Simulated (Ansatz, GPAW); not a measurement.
# Geometry or basis: what sets the conductance of butadiene-1,4-dithiol between two Ir chains, part 3 of 5

Wanted: T(E) of butadiene-1,4-dithiol between two Ir chains at a relaxed geometry in two programs, beside the unrelaxed structure.

GPAW 26.7.0 and Ansatz 0.2.0; Ansatz plane waves; relaxation of the junction with the lead ends held; PAW set soft_1 (the session's first sound run).

So far, transmission at the Fermi level (one spin): step 3 (plane waves, PBE) 0.464.

### Step 4. GPAW, dzp

The script solves lead and junction separately, takes H and S in the orbital basis, and joins semi-infinite leads through their self-energies; the dzp basis is the working standard.

This step: GPAW LCAO, PAW setups; Landauer transmission from Green's functions with principal layers (ASE), zero bias (GPAW 26.7.0).

run.py reads:

```python
import json
import numpy as np
from ase import Atoms
from ase.transport.calculators import TransportCalculator
from gpaw import GPAW, FermiDirac
from gpaw.lcao.tools import get_lcao_hamiltonian
from scipy.linalg import eigh

# The junction with lead layers at both ends, along the third cell vector
device = Atoms(
    ['Ir', 'Ir', 'Ir', 'Ir', 'Ir', 'Ir', 'Ir', 'Ir', 'S', 'H', 'C', 'C', 'H', 'H', 'C', 'C', 'H', 'S', 'Ir', 'Ir', 'Ir', 'Ir', 'Ir', 'Ir', 'Ir', 'Ir'],
    positions=[
        [5.52442, 4.50000, 1.15000],
        [5.52442, 4.50000, 3.45000],
        [5.52442, 4.50000, 5.75000],
        [5.52442, 4.50000, 8.05000],
        [5.52442, 4.50000, 10.35000],
        [5.52442, 4.50000, 12.65000],
        [4.26909, 4.40566, 14.56293],
        [5.11294, 4.45843, 16.69212],
        [3.84911, 4.43752, 18.46785],
        [6.45164, 4.48929, 20.28657],
        [4.30715, 4.45821, 20.12612],
        [5.50688, 4.48045, 20.83809],
        [3.38477, 4.44855, 20.71954],
        [7.67915, 4.51452, 22.37146],
        [5.55686, 4.48930, 22.25122],
        [6.75615, 4.50692, 22.96402],
        [4.61214, 4.48202, 22.80280],
        [7.21237, 4.51977, 24.62303],
        [5.94498, 4.50843, 26.39646],
        [6.78507, 4.53015, 28.52768],
        [5.52442, 4.50000, 30.43941],
        [5.52442, 4.50000, 32.73941],
        [5.52442, 4.50000, 35.03941],
        [5.52442, 4.50000, 37.33941],
        [5.52442, 4.50000, 39.63941],
        [5.52442, 4.50000, 41.93941]],
    cell=[[11.04883, 0.0, 0.0], [0.0, 9.0, 0.0], [0.0, 0.0, 43.08941]],
    pbc=True)

# One principal layer of the lead: the first 5 atoms of the device
lead = Atoms(
    ['Ir', 'Ir', 'Ir', 'Ir', 'Ir'],
    positions=[
        [5.52442, 4.50000, 1.15000],
        [5.52442, 4.50000, 3.45000],
        [5.52442, 4.50000, 5.75000],
        [5.52442, 4.50000, 8.05000],
        [5.52442, 4.50000, 10.35000]],
    cell=[[11.04883, 0.0, 0.0], [0.0, 9.0, 0.0], [0.0, 0.0, 11.5]],
    pbc=True)

settings = dict(mode='lcao', basis='dzp', xc='PBE', h=0.2,
                occupations=FermiDirac(0.1), maxiter=250,
                mixer=dict(beta=0.1, nmaxold=8, weight=100.0),
                convergence=dict(density=0.0001))
energies = np.arange(-2, 2 + 1e-9, 0.025)
eta = 0.0001
n1, n2 = 1, 1
# k and -k transmit alike, so half of the mesh across the current serves
mesh = [(i, j) for i in range(n1) for j in range(n2) if (i, j) <= (-i % n1, -j % n2)]
weights = np.array([1 if (i, j) == (-i % n1, -j % n2) else 2 for i, j in mesh]) / (n1 * n2)


def ground_state(atoms, size, txt):
    atoms.calc = GPAW(kpts={'size': size, 'gamma': True}, symmetry={'tolerance': 1e-3}, txt=txt, **settings)
    atoms.get_potential_energy()
    return atoms.calc.get_fermi_level()


def blocks(atoms, fermi, points, nz, cells):
    """H - E_F S and S between cell 0 and the cells above it, at each point across the current."""
    kz = np.arange(nz) / nz
    calc = atoms.calc.fixed_density(kpts=[(*k, z) for k in points for z in kz], symmetry='off', txt=None)
    H, S = get_lcao_hamiltonian(calc)
    H = (H - fermi * S).reshape(len(H), len(points), nz, *S.shape[1:])
    S = S.reshape(H.shape[1:])
    phases = [np.exp(-2j * np.pi * kz * R) / nz for R in cells]
    return [(np.einsum('skzij,z->ksij', H, p), np.einsum('kzij,z->kij', S, p)) for p in phases]


def pair(a, b):
    return np.block([[a, b], [b.T.conj(), a]])


def count_channels(h, s, cells, nk=240):
    """Half the number of times that the lead's bands cross each energy, unfolded to its shortest repeat."""
    b = len(h) // cells
    bands = []
    for k in (np.arange(nk + 1) + 0.5) / nk:
        hk, sk = h[:b, :b].copy(), s[:b, :b].copy()
        for R in range(1, cells):
            phase, block = np.exp(2j * np.pi * k * R), slice(R * b, (R + 1) * b)
            hk += h[:b, block] * phase + (h[:b, block] * phase).T.conj()
            sk += s[:b, block] * phase + (s[:b, block] * phase).T.conj()
        w, u = eigh(sk)
        x = u[:, w > 1e-5] / w[w > 1e-5]**0.5  # drop near-dependent combinations
        bands.append(np.r_[eigh(x.T.conj() @ hk @ x, eigvals_only=True), [1e9] * (w <= 1e-5).sum()])
    below = np.array(bands)[:, :, None] < energies
    return (below[1:] != below[:-1]).sum((0, 1)) / 2


fermi_lead = ground_state(lead, (1, 1, 10), 'lead.txt')
fermi_device = ground_state(device, (1, 1, 2), 'device.txt')
T, channels, eigen, tail, misfit, shifts = [], [], [], 0.0, 0.0, []
for first in range(0, len(mesh), 164):
    points = [(i / n1, j / n2) for i, j in mesh[first:first + 164]]
    (H0k, S0k), (H1k, S1k), (H2k, _) = blocks(lead, fermi_lead, points, 5, range(3))
    [(Hk, Sk)] = blocks(device, fermi_device, points, 2, [0])
    tail = max(tail, abs(H2k).max())
    for H0, S0, H1, S1, H, S in zip(H0k, S0k, H1k, S1k, Hk, Sk):
        n = len(S0)
        # Shift the lead onto the potential of the device's first layer
        shift = ((H[:, 0, 0] - H0[:, 0, 0]) / S0[0, 0]).real.mean()
        shifts.append(shift)
        misfit = max(misfit, abs(H[:, :n, :n] - H0 - shift * S0).max())
        Tk, Ck, Ek = [], [], []
        for s in range(len(H)):
            t = s % len(H0)  # a lead without moments serves both spins
            h1, s1 = pair(H0[t] + shift * S0, H1[t] + shift * S1), pair(S0, S1)
            leads = dict(h1=h1, s1=s1, energies=energies, eta=eta, eta1=eta, eta2=eta)
            calc = TransportCalculator(h=H[s], s=S, eigenchannels=3, **leads)
            Tk.append(calc.get_transmission())
            Ek.append(np.sort(calc.eigenchannels_ne, axis=0)[::-1])
            Ck.append(count_channels(h1, s1, 10))
        T.append(Tk)
        channels.append(Ck)
        eigen.append(Ek)
T, channels = np.array(T), np.array(channels)
mean, open_channels = np.einsum('kse,k->se', T, weights), np.einsum('kse,k->se', channels, weights)

print(f'basis functions: device {len(S)}, principal layer {n}')
print(f'Fermi level: lead {fermi_lead:.4f} eV, device {fermi_device:.4f} eV; lead shifted by {np.mean(shifts):.4f} eV')
print(f'largest coupling past the next layer {tail:.2e} eV, largest misfit of the first layer {misfit:.3f} eV')
print('  E-E_F (eV)   ' + 'T (one spin)  channels')
for e, t, c in zip(energies, mean.T, open_channels.T):
    print(f'{e:10.3f}  ', *[f'{x:11.4e}' for x in t], *[f'{x:9.4f}' for x in c])

kT = 8.617333e-5 * 300
fine = np.linspace(energies[0], energies[-1], 4001)
both = np.exp(np.interp(fine, energies, np.log(np.maximum(mean.sum(0) * 2 / len(mean), 1e-30))))
fermi = lambda mu: 1 / (1 + np.exp(np.clip((fine - mu) / kT, -200, 200)))
slope = fermi(0) * (1 - fermi(0)) / kT
G = np.trapezoid(both * slope, fine) / 2
seebeck = -np.trapezoid(both * slope * fine, fine) / (2 * G * 300) * 1e6
print(f'conductance at 300 K: {G:.5g} G0 a cell; thermopower {seebeck:.4g} uV/K')
bias = [0.1, 0.2, 0.5, 1.0, 1.5, 2.0]
current = [38.74 * np.trapezoid(both * (fermi(V / 2) - fermi(-V / 2)), fine) for V in bias]
for V, I in zip(bias, current):
    print(f'current from the zero-bias T(E) at {V} V: {I:.5g} uA')
zero = abs(energies).argmin()
json.dump(dict(energies=energies.tolist(), T=mean.tolist(), channels=open_channels.tolist(), G=G, seebeck=seebeck,
               bias=bias, current=current, tail=tail, misfit=misfit, shift=np.mean(shifts), n_device=len(S), n_lead=n,
               fermi=[fermi_lead, fermi_device], energy=device.get_potential_energy(),
               moments=device.get_magnetic_moments().tolist(), mesh=mesh, weights=weights.tolist(),
               T_k=T[:, :, zero].tolist(), eigen=np.array(eigen[0]).tolist()), open('result.json', 'w'))
```

Launch:

```console
OMP_NUM_THREADS=1 OPENBLAS_NUM_THREADS=1 python run.py
```

What it wrote:

```text
basis functions: device 530, principal layer 135
Fermi level: lead -4.1613 eV, device -3.8703 eV; lead shifted by -0.0024 eV
largest coupling past the next layer 1.48e-06 eV, largest misfit of the first layer 0.192 eV
  E-E_F (eV)   T (one spin)  [channel counts left out]
    -2.000    2.9396e-01
    -1.975    2.8900e-01
    -1.950    2.8486e-01
    -1.925    2.8159e-01
    -1.900    2.7932e-01
    -1.875    2.7822e-01
    -1.850    2.7835e-01
    -1.825    2.8003e-01
    -1.800    2.8344e-01
    -1.775    2.8884e-01
    -1.750    2.9657e-01
    -1.725    3.0704e-01
    -1.700    3.2080e-01
    -1.675    3.3849e-01
    -1.650    3.6074e-01
    -1.625    3.8781e-01
[...]
1.825    2.3212e-03
     1.850    2.0898e-03
     1.875    1.7524e-03
     1.900    1.2729e-03
     1.925    5.8100e-04
     1.950    1.1594e-04
     1.975    6.9025e-05
     2.000    4.2207e-05
conductance at 300 K: 0.50358 G0 a cell; thermopower -7.49 uV/K
current from the zero-bias T(E) at 0.1 V: 3.981 uA
current from the zero-bias T(E) at 0.2 V: 8.4836 uA
current from the zero-bias T(E) at 0.5 V: 26.151 uA
current from the zero-bias T(E) at 1.0 V: 53.474 uA
current from the zero-bias T(E) at 1.5 V: 74.482 uA
current from the zero-bias T(E) at 2.0 V: 80.91 uA
```

Wall time 7.1 min (1 thread of Arm Neoverse V1, shared host); peak memory 1.8 GiB.

This step gave:

```yaml
conductance: 0.5036 G₀
largest_coupling_past_the_next_principal_layer: 1.48e-6 eV
largest_misfit_of_the_first_principal_layer: 0.1923 eV
shift_that_aligns_the_lead: -0.002427 eV
basis_functions_of_the_junction: 530
basis_functions_of_a_principal_layer: 135
transmission_at_the_fermi_level_one_spin: 0.4813
```

One spin. Transmission, zone mean against energy, zero at the Fermi level:

energy (eV), transmission, zone mean and a bar:
```
   -2.000       0.29 #########
   -1.900       0.28 ########
   -1.800       0.28 ########
   -1.700       0.32 ##########
   -1.600       0.42 #############
   -1.500       0.64 ###################
   -1.400       0.99 ##############################
   -1.300       0.15 ####
   -1.200       0.07 ##
   -1.100       0.08 ###
   -1.000       0.14 ####
   -0.900       0.27 ########
   -0.800       0.43 #############
   -0.700       0.55 #################
   -0.600       0.70 #####################
   -0.500       0.88 ##########################
   -0.400       1.00 ##############################
   -0.300       0.90 ###########################
   -0.200       0.68 ####################
   -0.100       0.53 ################
    0.000       0.48 ##############
    0.100       0.78 #######################
    0.175       0.97 #############################
    0.200       0.97 #############################
    0.300       0.65 ###################
    0.400       0.33 ##########
    0.500       0.37 ###########
    0.600       0.93 ############################
    0.700       0.09 ###
    0.800       0.02 #
    0.900       0.01 
    1.000       0.00 
    1.100       0.00 
    1.200       0.00 
    1.300       0.00 
    1.400       0.00 
    1.500       0.00 
    1.600       0.00 
    1.700       0.00 
    1.800       0.00 
    1.900       0.00 
    2.000       0.00
```

Not self-consistent under bias; the bias window is split evenly. Current through one cell, from the zero-bias transmission against bias:

| bias (V) | current through one cell, from the zero-bias transmission (μA) |
| --- | --- |
| 0.100 | 3.98 |
| 0.200 | 8.48 |
| 0.500 | 26.2 |
| 1.000 | 53.5 |
| 1.500 | 74.5 |
| 2.000 | 80.9 |

Table of transmission of the three most open eigenchannels by energy, zero at the Fermi level:

| energy (eV) | channel 1 | channel 2 | channel 3 |
| --- | --- | --- | --- |
| -2.000 | 0.265 | 0.0283 | 5.0e-4 |
| -1.900 | 0.255 | 0.0242 | 3.0e-4 |
| -1.800 | 0.263 | 0.0204 | 1.8e-4 |
| -1.700 | 0.300 | 0.0211 | 9.9e-5 |
| -1.600 | 0.396 | 0.0223 | 3.7e-5 |
| -1.500 | 0.639 | 1.9e-4 | 2.4e-5 |
| -1.400 | 0.993 | 5.4e-4 | 1.6e-4 |
| -1.300 | 0.145 | 0.00234 | 6.8e-5 |
| -1.200 | 0.0645 | 0.00384 | 4.3e-5 |
| -1.100 | 0.0762 | 0.00738 | 3.1e-5 |
| -1.000 | 0.124 | 0.0177 | 2.4e-5 |
| -0.900 | 0.228 | 0.0413 | 2.0e-5 |
| -0.800 | 0.375 | 0.0567 | 2.0e-5 |
| -0.700 | 0.515 | 0.0398 | 2.2e-5 |
| -0.600 | 0.678 | 0.0202 | 2.7e-5 |
| -0.500 | 0.873 | 0.0102 | 3.7e-5 |
| -0.400 | 0.996 | 0.00601 | 5.5e-5 |
| -0.300 | 0.893 | 0.00418 | 7.6e-5 |
| -0.200 | 0.676 | 0.00332 | 8.9e-5 |
| -0.100 | 0.530 | 0.00272 | 8.0e-5 |
| 0.000 | 0.479 | 0.00208 | 5.2e-5 |
| 0.100 | 0.774 | 0.00218 | 1.3e-5 |
| 0.200 | 0.967 | 8.3e-4 | 5.7e-6 |
| 0.300 | 0.646 | 3.2e-4 | 4.3e-6 |
| 0.400 | 0.328 | 1.3e-4 | 3.8e-6 |
| 0.500 | 0.373 | 4.4e-5 | 3.9e-6 |
| 0.600 | 0.933 | 1.1e-5 | 5.1e-6 |
| 0.700 | 0.0905 | 1.0e-5 | 1.5e-6 |
| 0.800 | 0.0202 | 2.4e-5 | 1.5e-7 |
| 0.900 | 0.00818 | 2.9e-5 | 1.3e-9 |
| 1.000 | 0.00456 | 3.4e-5 | 4.1e-9 |
| 1.100 | 0.00312 | 4.3e-5 | 4.1e-8 |
| 1.200 | 0.00246 | 5.9e-5 | 1.8e-7 |
| 1.300 | 0.00216 | 8.5e-5 | 5.1e-7 |
| 1.400 | 0.00205 | 1.3e-4 | 1.2e-6 |
| 1.500 | 0.00206 | 2.0e-4 | 2.4e-6 |
| 1.600 | 0.00212 | 3.1e-4 | 4.6e-6 |
| 1.700 | 0.00215 | 4.5e-4 | 8.1e-6 |
| 1.800 | 0.00190 | 5.6e-4 | 1.3e-5 |
| 1.900 | 7.8e-4 | 4.8e-4 | 1.2e-5 |
| 2.000 | 4.2e-5 | 6.9e-11 | 3.8e-11 |

At the Fermi level T is 0.481 against 0.464 in plane waves. Couplings past the next layer reach 1.5e-6 eV, small enough to drop; the matrix elements of the cell's first layer differ from the bulk lead's by up to 0.19 eV. That layer keeps its own values in the calculation, and only beyond it is the lead taken as perfect. The Fermi levels of lead and junction count from different zeros of potential, one for each periodic cell; with both set to zero, the small remaining shift is what aligns them. Without spin-orbit coupling, which is large for these atoms, channel counts and T are those of the scalar-relativistic bands. By hand: G = 0.5036 × 77.48 μS = 39.0 μS, a resistance of 25.6 kΩ; at 0.1 V a linear junction would pass 3.90 μA, and the integral over the bias window gives 3.98 μA.

### Step 5. Single-zeta polarised basis

The second zeta is dropped, the polarisation orbitals stay.

Changes to run.py since step 4:

```diff
@@ -53,3 +53,3 @@
 
-settings = dict(mode='lcao', basis='dzp', xc='PBE', h=0.2,
+settings = dict(mode='lcao', basis='szp(dzp)', xc='PBE', h=0.2,
                 occupations=FermiDirac(0.1), maxiter=250,
```

What it wrote:

```text
basis functions: device 310, principal layer 75
Fermi level: lead -3.8786 eV, device -3.7874 eV; lead shifted by 0.0038 eV
largest coupling past the next layer 1.48e-06 eV, largest misfit of the first layer 0.202 eV
  E-E_F (eV)   T (one spin)  [channel counts left out]
    -2.000    3.4725e-01
    -1.975    3.4984e-01
    -1.950    3.5418e-01
[...]
1.975    1.3421e-04
     2.000    8.0070e-05
conductance at 300 K: 0.49592 G0 a cell; thermopower -13.65 uV/K
current from the zero-bias T(E) at 0.1 V: 3.9123 uA
current from the zero-bias T(E) at 0.2 V: 8.272 uA
current from the zero-bias T(E) at 0.5 V: 25.202 uA
current from the zero-bias T(E) at 1.0 V: 55.681 uA
current from the zero-bias T(E) at 1.5 V: 74.105 uA
current from the zero-bias T(E) at 2.0 V: 78.998 uA
```

Elapsed: 4.2 min, on 1 thread; peak memory 1.7 GiB.

This step gave:

```yaml
conductance: 0.4959 G₀
largest_misfit_of_the_first_principal_layer: 0.2017 eV
shift_that_aligns_the_lead: 0.003802 eV
basis_functions_of_the_junction: 310
basis_functions_of_a_principal_layer: 75
transmission_at_the_fermi_level_one_spin: 0.4749
```

One spin. Table of transmission, zone mean by energy, zero at the Fermi level:

| energy (eV) | transmission, zone mean |
| --- | --- |
| -2.000 | 0.347 |
| -1.900 | 0.368 |
| -1.800 | 0.431 |
| -1.700 | 0.576 |
| -1.600 | 0.861 |
| -1.525 | 1.00 |
| -1.500 | 0.955 |
| -1.400 | 0.427 |
| -1.300 | 0.0586 |
| -1.200 | 0.0329 |
| -1.100 | 0.0409 |
| -1.000 | 0.0798 |
| -0.900 | 0.187 |
| -0.800 | 0.361 |
| -0.700 | 0.519 |
| -0.600 | 0.698 |
| -0.500 | 0.921 |
| -0.425 | 1.00 |
| -0.400 | 0.986 |
| -0.300 | 0.779 |
| -0.200 | 0.573 |
| -0.100 | 0.474 |
| 0.000 | 0.475 |
| 0.100 | 0.698 |
| 0.175 | 0.993 |
| 0.200 | 0.990 |
| 0.300 | 0.757 |
| 0.400 | 0.534 |
| 0.500 | 0.952 |
| 0.525 | 0.956 |
| 0.600 | 0.201 |
| 0.700 | 0.0333 |
| 0.800 | 0.0114 |
| 0.900 | 0.00584 |
| 1.000 | 0.00384 |
| 1.100 | 0.00302 |
| 1.200 | 0.00271 |
| 1.300 | 0.00271 |
| 1.400 | 0.00296 |
| 1.500 | 0.00348 |
| 1.600 | 0.00432 |
| 1.700 | 0.00548 |
| 1.800 | 0.00665 |
| 1.900 | 0.00589 |
| 2.000 | 8.0e-5 |

The conductance, 0.496 G₀, lies 1.5 % below that of the dzp run.

### Step 6. GPAW, sz: basis = "sz(dzp)"

The minimal basis is the cheapest rung: no second zeta and no polarisation.

Changes to run.py since step 5:

```diff
@@ -53,3 +53,3 @@
 
-settings = dict(mode='lcao', basis='szp(dzp)', xc='PBE', h=0.2,
+settings = dict(mode='lcao', basis='sz(dzp)', xc='PBE', h=0.2,
                 occupations=FermiDirac(0.1), maxiter=250,
```

What it wrote:

```text
basis functions: device 220, principal layer 60
Fermi level: lead -3.8885 eV, device -3.8191 eV; lead shifted by 0.0078 eV
largest coupling past the next layer 1.47e-06 eV, largest misfit of the first layer 0.109 eV
  E-E_F (eV)   T (one spin)  [channel counts left out]
    -2.000    3.5867e-01
    -1.975    3.7003e-01
    -1.950    3.8396e-01
[...]
1.975    5.2601e-05
     2.000    3.4922e-05
conductance at 300 K: 0.55504 G0 a cell; thermopower -15.6 uV/K
current from the zero-bias T(E) at 0.1 V: 4.3838 uA
current from the zero-bias T(E) at 0.2 V: 9.2538 uA
current from the zero-bias T(E) at 0.5 V: 27.66 uA
current from the zero-bias T(E) at 1.0 V: 60.401 uA
current from the zero-bias T(E) at 1.5 V: 70.742 uA
current from the zero-bias T(E) at 2.0 V: 73.312 uA
```

It took 3.2 min on 1 thread; peak memory 1.7 GiB.

Numbers from this step:

```
conductance                                    : 0.5550 G₀
largest coupling past the next principal layer : 1.47e-6 eV
largest misfit of the first principal layer    : 0.1089 eV
shift that aligns the lead                     : 0.007814 eV
basis functions of the junction                : 220
basis functions of a principal layer           : 60
transmission at the Fermi level (one spin)     : 0.5278
```

One spin. Transmission, zone mean against energy, zero at the Fermi level:

| energy (eV) | transmission, zone mean |
| --- | --- |
| -2.000 | 0.359 |
| -1.800 | 0.555 |
| -1.600 | 1.00 |
| -1.400 | 0.242 |
| -1.200 | 0.0269 |
| -1.000 | 0.0445 |
| -0.800 | 0.185 |
| -0.600 | 0.427 |
| -0.400 | 0.946 |
| -0.350 | 1.01 |
| -0.200 | 0.662 |
| 0.000 | 0.528 |
| 0.150 | 0.998 |
| 0.200 | 0.995 |
| 0.400 | 0.884 |
| 0.450 | 0.980 |
| 0.600 | 0.0552 |
| 0.800 | 0.00590 |
| 1.000 | 0.00245 |
| 1.200 | 0.00194 |
| 1.400 | 0.00229 |
| 1.600 | 0.00352 |
| 1.800 | 0.00554 |
| 2.000 | 3.5e-5 |

The conductance, 0.555 G₀, lies 10 % above that of the dzp run.

### Step 7. LDA in the dzp basis: xc = "LDA"

Back in the dzp basis, the functional changes from PBE to LDA, to set the spread between functionals beside that between bases.

Changes to run.py since step 6:

```diff
@@ -53,3 +53,3 @@
 
-settings = dict(mode='lcao', basis='sz(dzp)', xc='PBE', h=0.2,
+settings = dict(mode='lcao', basis='dzp', xc='LDA', h=0.2,
                 occupations=FermiDirac(0.1), maxiter=250,
```

What it wrote:

```text
basis functions: device 530, principal layer 135
Fermi level: lead -4.4566 eV, device -4.1488 eV; lead shifted by -0.0003 eV
largest coupling past the next layer 1.53e-06 eV, largest misfit of the first layer 0.193 eV
  E-E_F (eV)   T (one spin)  channels
    -2.000    3.0957e-01    4.0000
    -1.975    3.0460e-01    4.0000
    -1.950    3.0049e-01    4.0000
[...]
1.975    6.6959e-05    1.0000
     2.000    4.2554e-05    1.0000
conductance at 300 K: 0.49619 G0 a cell; thermopower -7.167 uV/K
current from the zero-bias T(E) at 0.1 V: 3.9206 uA
current from the zero-bias T(E) at 0.2 V: 8.3377 uA
current from the zero-bias T(E) at 0.5 V: 25.544 uA
current from the zero-bias T(E) at 1.0 V: 51.422 uA
current from the zero-bias T(E) at 1.5 V: 71.991 uA
current from the zero-bias T(E) at 2.0 V: 78.358 uA
```

Wall time 6.7 min (1 thread); peak memory 1.8 GiB.

This step gave:

* conductance: 0.4962 G₀
* largest coupling past the next principal layer: 1.53e-6 eV
* largest misfit of the first principal layer: 0.1926 eV
* shift that aligns the lead: -3.41e-4 eV
* basis functions of the junction: 530
* basis functions of a principal layer: 135
* transmission at the Fermi level (one spin): 0.4742

The conductance, 0.496 G₀, lies 1.5 % below that of the dzp run.

(Continued in part 4 of 5.)

[Logs are printed without paths, hosts, clocks, repeated set-up lines and the standing remarks that a program may print on its own settings, such as how far it seeks lower states.]

[Hosts, paths, dates, database ids (printed as entryN), source tags and the programs' standing remarks are cut or masked in the printed files.]
